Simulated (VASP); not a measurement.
# InSe (P6_3/mmc) in VASP: a series of runs

One crystal, InSe, is run at these levels: TB-mBJ, PBE, LDA; tasks: single point, band structure, optical spectrum.

All numbers are computed with VASP 6.6.1; they aren't measurements. Logs are shortened: lines on timing, memory, paths and dates and some standing lists are left out, and cuts for length are marked.

## Step 1: The structure

The structure is hexagonal, space group P6_3/mmc (No. 194). Conventional cell: a = 4.032 Å, b = 4.032 Å, c = 16.747 Å, α = 90.00°, β = 90.00°, γ = 120.00°. In (site symmetry 3m) is surrounded by 3 Se at 2.66 Å and 1 In at 2.79 Å. Se (site symmetry 3m) is surrounded by 3 In at 2.66 Å.

The cell was built by a generator and needn't be a form met in nature.

## Step 2: Single point, TB-mBJ

Input file POSCAR:

```
InSe
1.0
    4.0321066000      0.0000000000      0.0000000000
   -2.0160533000      3.4919067000      0.0000000000
    0.0000000000      0.0000000000     16.7472324000
In Se
4 4
Direct
    0.3333334000      0.6666667000      0.1666036000
    0.6666666000      0.3333334000      0.6666036000
    0.3333334000      0.6666667000      0.3333964000
    0.6666666000      0.3333334000      0.8333964000
    0.3333334000      0.6666667000      0.5896630000
    0.6666666000      0.3333334000      0.0896629000
    0.3333334000      0.6666667000      0.9103370000
    0.6666666000      0.3333334000      0.4103371000
```

Input file INCAR.step1:

```
  PREC = Accurate
  ENCUT = 400
  EDIFF = 1E-5
  ISMEAR = 0
  SIGMA = 0.02
  LREAL = False
  LASPH = True
  NELM = 60
  ALGO = Normal
  ISIF = 2
  LWAVE = True
  GGA = PE
```

Input file INCAR.step2:

```
  PREC = Accurate
  ENCUT = 400
  EDIFF = 1E-6
  ISMEAR = 0
  SIGMA = 0.02
  LREAL = False
  LASPH = True
  NELM = 60
  ALGO = Normal
  ISIF = 2
  LWAVE = False
  LCHARG = True
  METAGGA = MBJ
  LELF = True
  LVHAR = True
  ISTART = 1
```

Input file KPOINTS:

```
Automatic mesh
0
Gamma
  12 12 2
```

Potentials or basis: VASP PAW PBE potentials, release 64 (In_d, Se).

The run is started by

```
$ cat potpaw_PBE.64/In_d/POTCAR potpaw_PBE.64/Se/POTCAR > POTCAR
$ cp INCAR.step1 INCAR
$ mpirun -np 1 vasp_std > vasp.out
$ cp INCAR.step2 INCAR
$ mpirun -np 1 vasp_std > vasp.out
```

OUTCAR:

```text
PREC = Accurate
   ENCUT = 400
   EDIFF = 1E-6
   ISMEAR = 0
   LREAL = False
   LASPH = True
   NELM = 60
   ISIF = 2
   METAGGA = MBJ
   ISTART = 1

 ion  position               nearest neighbor table
   1  0.333  0.667  0.167-   6 2.66   6 2.66   6 2.66   3 2.79
   2  0.667  0.333  0.667-   5 2.66   5 2.66   5 2.66   4 2.79
   3  0.333  0.667  0.333-   8 2.66   8 2.66   8 2.66   1 2.79
   4  0.667  0.333  0.833-   7 2.66   7 2.66   7 2.66   2 2.79
   5  0.333  0.667  0.590-   2 2.66   2 2.66   2 2.66
   6  0.667  0.333  0.090-   1 2.66   1 2.66   1 2.66
   7  0.333  0.667  0.910-   4 2.66   4 2.66   4 2.66
   8  0.667  0.333  0.410-   3 2.66   3 2.66   3 2.66

  LATTYP: Found a hexagonal cell.
 ALAT       =     4.0321066000
 C/A-ratio  =     4.1534696528

  Lattice vectors:

 A1 = (   4.0321066000,   0.0000000000,   0.0000000000)
 A2 = (  -2.0160533000,   3.4919067000,   0.0000000000)
 A3 = (   0.0000000000,   0.0000000000,  16.7472324000)

Analysis of symmetry for initial positions (statically):
=====================================================================
 Subroutine PRICEL returns:
 Original cell was already a primitive cell.

 Routine SETGRP: Setting up the symmetry group for a
 hexagonal supercell.

 Subroutine GETGRP returns: Found 24 space group operations
 (whereof 12 operations were pure point group operations)
 out of a pool of 24 trial point group operations.

The static configuration has the point symmetry D_3d.
 The point group associated with its full space group is D_6h.

Analysis of symmetry for dynamics (positions and initial velocities):
=====================================================================
 Subroutine PRICEL returns:
 Original cell was already a primitive cell.

 Routine SETGRP: Setting up the symmetry group for a
 hexagonal supercell.

 Subroutine GETGRP returns: Found 24 space group operations
 (whereof 12 operations were pure point group operations)
 out of a pool of 24 trial point group operations.

The dynamic configuration has the point symmetry D_3d.
 The point group associated with its full space group is D_6h.

 Subroutine INISYM returns: Found 24 space group operations
 (whereof 12 operations are pure point group operations),
 and found     1 'primitive' translations

----------------------------------------------------------------------------------------

                                     Primitive cell

  volume of cell :     235.7967

  direct lattice vectors                    reciprocal lattice vectors
     4.032106600  0.000000000  0.000000000     0.248009316  0.143188247  0.000000000
    -2.016053300  3.491906700  0.000000000     0.000000000  0.286376495  0.000000000
     0.000000000  0.000000000 16.747232400     0.000000000  0.000000000  0.059711359

  length of vectors
     4.032106600  4.032106560 16.747232400     0.286376492  0.286376495  0.059711359

  position of ions in fractional coordinates (direct lattice)
     0.333333400  0.666666700  0.166603600
     0.666666600  0.333333400  0.666603600
     0.333333400  0.666666700  0.333396400
     0.666666600  0.333333400  0.833396400
     0.333333400  0.666666700  0.589663000
     0.666666600  0.333333400  0.089662900
     0.333333400  0.666666700  0.910337000
     0.666666600  0.333333400  0.410337100

  ion indices of the primitive-cell ions
   primitive index   ion index
                 1           1
                 2           2
                 3           3
                 4           4
                 5           5
                 6           6
                 7           7
                 8           8

----------------------------------------------------------------------------------------

 KPOINTS: Automatic mesh

Automatic generation of k-mesh.
 Grid dimensions read from file:
 generate k-points for:   12   12    2

 Generating k-lattice:

  Cartesian coordinates                     Fractional coordinates (reciprocal lattice)
     0.020667443  0.011932354  0.000000000     0.083333333  0.000000000  0.000000000
     0.000000000  0.023864708  0.000000000     0.000000000  0.083333333  0.000000000
     0.000000000  0.000000000  0.029855679     0.000000000  0.000000000  0.500000000

  Length of vectors
     0.023864708  0.023864708  0.029855679

  Shift w.r.t. Gamma in fractional coordinates (k-lattice)
     0.000000000  0.000000000  0.000000000

 Subroutine IBZKPT returns following result:
 ===========================================

 Found     38 irreducible k-points:

 Following reciprocal coordinates:
            Coordinates               Weight
  0.000000  0.000000  0.000000      1.000000
  0.083333  0.000000  0.000000      6.000000
  0.166667 -0.000000  0.000000      6.000000
  0.250000 -0.000000  0.000000      6.000000
  0.333333  0.000000  0.000000      6.000000
  0.416667 -0.000000  0.000000      6.000000
[... 16 lines left out ...]
  0.250000 -0.000000  0.500000      6.000000
  0.333333  0.000000  0.500000      6.000000
 [... further k-points ...]
   k-points           NKPTS =     38   k-points in BZ     NKDIM =     38   number of bands    NBANDS=     45
   number of dos      NEDOS =    301   number of ions     NIONS =      8
   total plane-waves  NPLWV =  87808
   dimension x,y,z NGX =    28 NGY =   28 NGZ =  112
   dimension x,y,z NGXF=    56 NGYF=   56 NGZF=  224
   ions per type =               4   4
   NGX,Y,Z   is equivalent  to a cutoff of  11.54, 11.54, 11.12 a.u.
   NGXF,Y,Z  is equivalent  to a cutoff of  23.09, 23.09, 22.24 a.u.
 SYSTEM =  unknown system
   PREC   = accura    normal or accurate (medium, high low for compatibility)
   ISTART =      1    job   : 0-new  1-cont  2-samecut
   ICHARG =      0    charge: 1-file 2-atom 10-const
   ISPIN  =      1    spin polarized calculation?
   LNONCOLLINEAR =      F non collinear calculations
   LSORBIT =      F    spin-orbit coupling
   LASPH  =      T    aspherical Exc in radial PAW
   ENCUT  =  400.0 eV  29.40 Ry    5.42 a.u.   6.58  6.58 27.31*2*pi/ulx,y,z
   NELM   =     60;   NELMIN=  2; NELMDL=  0     # of ELM steps
   EDIFF  = 0.1E-05   stopping-criterion for ELM
   LREAL  =      F    real-space projection
   EDIFFG = 0.1E-04   stopping-criterion for IOM
   NSW    =      0    number of steps for IOM
   IBRION =     -1    ionic relax: 0-MD 1-quasi-New 2-CG
   NFREE  =      0    steps in history (QN), initial steepest desc. (CG)
   ISIF   =      2    stress and relaxation
   ISYM   =      2    0-nonsym 1-usesym 2-fastsym
   POTIM  = 0.5000    time-step for ionic-motion
   TEBEG  =    0.0;   TEEND  =   0.0 temperature during run
   PSTRESS=    0.0 pullay stress
   NELECT =      76.0000    total number of electrons
   NUPDOWN=      -1.0000    fix difference up-down
   EMIN   =  10.00;   EMAX   =-10.00  energy-range for DOS
   EFERMI =   0.00;   METHOD = LEGACY
   ISMEAR =     0;   SIGMA  =   0.02  broadening in eV -4-tet -1-fermi 0-gaus
   EFERMI_NEDOS =   21; number of points for ismear=-14 and -15
   IALGO  =     38    algorithm
   IMIX   =      4    mixing-type and parameters
     AMIX     =   0.40;   BMIX     =  1.00
     AMIX_MAG =   1.60;   BMIX_MAG =  1.00
  volume/ion in A,a.u.               =      29.47       198.90
  Fermi-wavevector in a.u.,A,eV,Ry     =   1.122449  2.121122 17.141882  1.259893
  Thomas-Fermi vector in A             =   2.259110
   LORBIT       =      0    0 simple, 1 ext, 2 COOP (PROOUT), +10 PAW based schemes
   METAGGA = MBJ    functional components
   LHFCALC =     F    Hartree Fock is set to
   AEXX    =    0.0000 exact exchange contribution
   IVDW    =     0    specifies the selected vdW correction
   LEPSILON=     F    determine dielectric tensor
   LRPA    =     F    only Hartree local field effects (RPA)
 non-spin polarized calculation
 Gauss-broadening in eV      SIGMA  =   0.02
  energy-cutoff  :      400.00
  volume of cell :      235.80
 maximum number of plane-waves:      4375
 NGX is ok and might be reduce to    28
   NGX = 13   NGY = 13   NGZ = 55

 number of electron      75.9999971 magnetization

 Free energy of the ion-electron system (eV)
  ---------------------------------------------------
  ext. energy  EPLUGINS =         0.00000000
  ---------------------------------------------------
  free energy    TOTEN  =      1622.60302979 eV

  energy without entropy =     1622.60302979  energy(sigma->0) =     1622.60302979

 E-fermi :   4.2743     XC(G=0):  -8.4008

 val. band max:        4.1330475784   @ k =   0.0000   0.0000   0.0000
 cond. band min:       5.2931271483   @ k =   0.0000   0.0000   0.0000
 fundamental gap:      1.1600795699
 Fermi energy:         4.2743087787

 k-point     1 :       0.0000    0.0000    0.0000
  band No.  band energies     occupation
      1     -11.1138      2.00000
      2     -11.1132      2.00000
      3     -10.9752      2.00000
      4     -10.9751      2.00000
      5     -10.9748      2.00000
      6     -10.9748      2.00000
[... 37 lines left out ...]
     44       8.7393      0.00000
     45       8.8748      0.00000

 k-point     2 :       0.0833    0.0000    0.0000
  band No.  band energies     occupation
      1     -11.1134      2.00000
      2     -11.1127      2.00000
      3     -10.9913      2.00000
      4     -10.9901      2.00000
      5     -10.9736      2.00000
      6     -10.9732      2.00000
[... 37 lines left out ...]
     44       8.5632      0.00000
     45       8.8114      0.00000

 k-point     3 :       0.1667   -0.0000    0.0000
  band No.  band energies     occupation
      1     -11.1151      2.00000
      2     -11.1144      2.00000
      3     -11.0297      2.00000
      4     -11.0254      2.00000
      5     -10.9700      2.00000
      6     -10.9696      2.00000
[... 997 lines left out ...]
     44       8.7465      0.00000
     45       8.8774      0.00000

 k-point    24 :       0.3333    0.0000    0.5000
  band No.  band energies     occupation
      1     -11.1649      2.00000
      2     -11.1648      2.00000
      3     -11.0667      2.00000
      4     -11.0666      2.00000
      5     -11.0571      2.00000
      6     -11.0570      2.00000
[... 37 lines left out ...]
     44       8.5610      0.00000
     45       8.7088      0.00000

 [... further k-points ...]

------------------------ aborting loop because EDIFF is reached ----------------------------------------

  FORCE on cell =-STRESS in cart. coord.  units (eV):
  Direction    XX          YY          ZZ          XY          YZ          ZX
  --------------------------------------------------------------------------------------
  -------------------------------------------------------------------------------------
  Total     -278.9385613   -278.9385539   -283.3140033      0.0000000      0.0000000      0.0000000
  in kB    -1895.3152421  -1895.3151918  -1925.0452367      0.0000000      0.0000000      0.0000000
  external PRESSURE =   -1905.2252235 kB  Pullay stress =       0.0000000 kB

 VOLUME and BASIS-vectors are now :
 -----------------------------------------------------------------------------
  energy-cutoff  :      400.00
  volume of cell :      235.80
      direct lattice vectors                 reciprocal lattice vectors
     4.032106600  0.000000000  0.000000000     0.248009316  0.143188247  0.000000000
    -2.016053300  3.491906700  0.000000000     0.000000000  0.286376495  0.000000000
     0.000000000  0.000000000 16.747232400     0.000000000  0.000000000  0.059711359

 POSITION                                       TOTAL-FORCE (eV/Angst)
 -----------------------------------------------------------------------------------
      0.00000      2.32794      2.79015        -0.000000      0.000000      1.094442
      2.01605      1.16397     11.16377         0.000000     -0.000000      1.094442
      0.00000      2.32794      5.58347         0.000000      0.000000     -1.094442
      2.01605      1.16397     13.95708        -0.000000     -0.000000     -1.094442
      0.00000      2.32794      9.87522         0.000000     -0.000000      0.034535
      2.01605      1.16397      1.50161         0.000000      0.000000      0.034535
      0.00000      2.32794     15.24563         0.000000     -0.000000     -0.034535
      2.01605      1.16397      6.87201        -0.000000     -0.000000     -0.034535
 -----------------------------------------------------------------------------------
    total drift:                                0.000107     -0.000351      0.000035

  FREE ENERGIE OF THE ION-ELECTRON SYSTEM (eV)
  ---------------------------------------------------
  free  energy   TOTEN  =      1622.6030297864 eV

  energy  without entropy=     1622.6030297864  energy(sigma->0) =     1622.60302979
```

It took 20 min on 1 thread of Intel Xeon Platinum 8488C (Sapphire Rapids), shared host; peak memory 0.43 GiB.

Results:

```yaml
Band_gap_on_the_k_mesh: 1.16 eV, direct
```

Caveat: the PAW data sets were made with another functional, which shifts forces and pressure a little; spin-orbit coupling is left out, which moves the levels of the heavy elements. A k mesh can miss the band edges.

## Step 3: Band structure, TB-mBJ

POSCAR is that of step 2.

Edit INCAR.step1 of step 2 so:

```diff
@@ -11,2 +11,3 @@
   LWAVE = True
+  LCHARG = False
   GGA = PE
```

Edit INCAR.step2 of step 2 so:

```diff
@@ -11,6 +11,4 @@
   LWAVE = False
-  LCHARG = True
+  LCHARG = False
   METAGGA = MBJ
-  LELF = True
-  LVHAR = True
   ISTART = 1
```

KPOINTS is that of step 2.

Input file KPOINTS_OPT:

```
path GMKGALHA,LM,KH
10
line-mode
reciprocal
 0.0000000000  0.0000000000  0.0000000000  G
 0.5000000000  0.0000000000  0.0000000000  M

 0.5000000000  0.0000000000  0.0000000000  M
 0.3333333333  0.3333333333  0.0000000000  K

 0.3333333333  0.3333333333  0.0000000000  K
 0.0000000000  0.0000000000  0.0000000000  G

 0.0000000000  0.0000000000  0.0000000000  G
 0.0000000000  0.0000000000  0.5000000000  A

 0.0000000000  0.0000000000  0.5000000000  A
 0.5000000000  0.0000000000  0.5000000000  L

 0.5000000000  0.0000000000  0.5000000000  L
 0.3333333333  0.3333333333  0.5000000000  H

 0.3333333333  0.3333333333  0.5000000000  H
 0.0000000000  0.0000000000  0.5000000000  A

 0.5000000000  0.0000000000  0.5000000000  L
 0.5000000000  0.0000000000  0.0000000000  M

 0.3333333333  0.3333333333  0.0000000000  K
 0.3333333333  0.3333333333  0.5000000000  H
```

Potentials or basis: VASP PAW PBE potentials, release 64 (In_d, Se).

The run is started by

```
$ cat potpaw_PBE.64/In_d/POTCAR potpaw_PBE.64/Se/POTCAR > POTCAR
$ cp INCAR.step1 INCAR
$ mpirun -np 1 vasp_std > vasp.out
$ cp INCAR.step2 INCAR
$ mpirun -np 1 vasp_std > vasp.out
```

It took 29 min on 1 thread of Intel Xeon Platinum 8488C (Sapphire Rapids), shared host; peak memory 0.57 GiB.

It converged, with:

```yaml
Band_gap_on_the_k_mesh: 1.16 eV, direct
Band_gap_along_the_path: 1.16 eV, direct
```

Levels at the corners of the path, in eV from the valence-band top:
```
point  band 36  band 37  band 38  band 39  band 40  band 41
    Γ    -1.19    -1.19     0.00     1.16     2.26     2.83
    M    -2.00    -1.89    -1.25     1.69     1.81     2.34
    M    -2.00    -1.89    -1.25     1.69     1.81     2.34
    K    -2.07    -1.57    -1.57     1.98     2.46     2.93
    K    -2.07    -1.57    -1.57     1.98     2.46     2.93
    Γ    -1.19    -1.19     0.00     1.16     2.26     2.83
    Γ    -1.19    -1.19     0.00     1.16     2.26     2.83
    A    -1.22    -0.72    -0.72     1.80     1.80     2.85
    A    -1.22    -0.72    -0.72     1.80     1.80     2.85
    L    -2.07    -1.56    -1.56     1.96     1.96     2.17
    L    -2.07    -1.56    -1.56     1.96     1.96     2.17
    H    -2.30    -1.46    -1.46     2.19     2.19     2.80
    H    -2.30    -1.46    -1.46     2.19     2.19     2.80
    A    -1.22    -0.72    -0.72     1.80     1.80     2.85
    L    -2.07    -1.56    -1.56     1.96     1.96     2.17
    M    -2.00    -1.89    -1.25     1.69     1.81     2.34
    K    -2.07    -1.57    -1.57     1.98     2.46     2.93
    H    -2.30    -1.46    -1.46     2.19     2.19     2.80
```

Caveat: the PAW data sets were made with another functional, which shifts forces and pressure a little; spin-orbit coupling is left out, which moves the levels of the heavy elements.

(Continued in part 2 of 2.)
